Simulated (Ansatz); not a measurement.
C:

```
CELL_PARAMETERS angstrom
1.23319 0.71198 8.28262
-1.23319 0.71198 8.28262
0.00000 -1.42396 8.28262
ATOMIC_POSITIONS crystal
C 0.08717 0.08717 0.08717
C 0.75385 0.75385 0.75385
C 0.24615 0.24615 0.24615
C 0.91283 0.91283 0.91283
```

This isn't the form of C at room conditions, which is graphite.

```yaml
Program: Ansatz 0.2.0
Task: single point
Functional: PBE
Potentials_or_basis: all-electron LAPW, scalar-relativistic
Cutoff: 524 eV (chosen from the basis error)
Basis_error_allowed: 0.001 eV/atom
k_mesh: 12 × 12 × 12
Occupations: fermi-dirac, width 0.05 eV
Spin: no spin polarisation
```

On this cell: pressure 0.1 GPa; largest force 0.011 eV/Å; band gap on the k mesh 0.18 eV, direct.

The same run follows on a disturbed copy (atoms moved at random, drawn with an rms of 0.05 Å):

```
CELL_PARAMETERS angstrom
1.23319 0.71198 8.28262
-1.23319 0.71198 8.28262
0.00000 -1.42396 8.28262
ATOMIC_POSITIONS crystal
C 0.09500 0.08402 0.07957
C 0.74862 0.76508 0.74626
C 0.22522 0.24247 0.26878
C 0.91076 0.92869 0.90070
```

What changes?

The energy moves by +49.4 meV/atom; pressure 1.4 GPa; largest force 4.469 eV/Å; band gap on the k mesh 0.40 eV, indirect (least direct gap 0.43 eV).

Forces in eV/Å, atoms in the order of the input:
```
C   -1.691 -0.004  0.178
C    1.691  0.004 -0.198
C   -0.042  4.440  0.501
C    0.042 -4.441 -0.481
```

Stress tensor (GPa, compression positive):
```
-1.43  1.04  0.07
 1.04  5.41 -0.50
 0.07 -0.50  0.25
```

A k mesh can miss the band edges.
